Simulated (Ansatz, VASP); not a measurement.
**One calculation of NaF, two programs**

```
Na F
1.0
     0.00000    2.35815    2.39300
     2.35815    0.00000    2.39300
     2.35815    2.35815    0.00000
Na F
1 1
Cartesian
  0.0000 0.0000 0.0000
  2.3581 2.3581 2.3930
```

Change from the starting cell: strain +0.015 along x and y, +0.030 along z, atoms carried along.

Alike in both runs: task single point; functional PBE; k mesh 8 × 8 × 8; occupations gaussian, width 0.05 eV; no spin polarisation.

|  | VASP | Ansatz |
| --- | --- | --- |
| version | VASP 6.6.1 | Ansatz 0.2.0 |
| potentials or method | VASP PAW PBE potentials, release 64 (Na_pv, F) | scalar-relativistic, plane waves, PAW |
| plane-wave cutoff (eV) | 520 | 420 |
| valence electrons in the cell | 14 | 16 |

VASP gave:

| Property | Result |
| --- | --- |
| gap on the k mesh at the Fermi level (eV) | 5.95 |
| least direct gap on the mesh (eV) | 5.95 |
| pressure (GPa) | -1.2 |
| largest component of the traceless stress (GPa) | 0.57 |

Which values does Ansatz return?

gap on the k mesh at the Fermi level (eV): 5.96; least direct gap on the mesh (eV): 5.96; pressure (GPa): -1.0; largest component of the traceless stress (GPa): 0.56.

The two sets of potentials don't hold the same shells in valence.
